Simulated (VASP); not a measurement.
Set up this calculation in VASP 6.6.1, as the native input.

* Task: single point
* Functional: PBE
* Potentials or basis: VASP PAW PBE potentials, release 64 (V_sv)
* Cutoff: 520 eV
* k mesh: 12 × 12 × 12
* Occupations: fermi-dirac, width 0.05 eV
* Spin: collinear spin, ferromagnetic start
* Starting moments: [2.0] μB
* Further INCAR settings: ALGO = Normal; EDIFF = 1e-07; NBANDS = 16

The structure of V lies in POSCAR:

```
V
1.0
   -1.5143500000      1.5143500000      1.5143500000
    1.5143500000     -1.5143500000      1.5143500000
    1.5143500000      1.5143500000     -1.5143500000
V
1
Direct
    0.0000000000      0.0000000000      0.0000000000
```

The input as run:

INCAR

```
SYSTEM = V
PREC = Accurate ; ENCUT = 520
EDIFF = 1E-7 ; ISMEAR = -1
SIGMA = 0.05 ; LREAL = .False.
LASPH = .True. ; NELM = 150
ALGO = Normal ; ISIF = 2
LWAVE = .False. ; LCHARG = .False.
ISPIN = 2 ; MAGMOM = 2
LORBIT = 11 ; LMAXMIX = 4
GGA = PE ; NBANDS = 16
```

KPOINTS

```
Automatic mesh
0
Gamma
  12 12 12
  0 0 0
```

Potentials or basis: VASP PAW PBE potentials, release 64 (V_sv).

Command:

```console
$ cat potpaw_PBE.64/V_sv/POTCAR > POTCAR
$ mpirun -np 1 vasp_std > vasp.out
```

Results of the run:

| Item | Value |
| --- | --- |
| Pressure | -5.2 GPa |
| Band gap on the k mesh | none (metal or under the smearing width) |
| Net moment | 0.00 μB per cell |
| Valence electrons inside the program's atomic spheres | V 11.60 |

It took 36 s on 1 thread of AMD EPYC 7R13 Processor (Zen 3), on a shared host, peak memory 0.11 GiB.
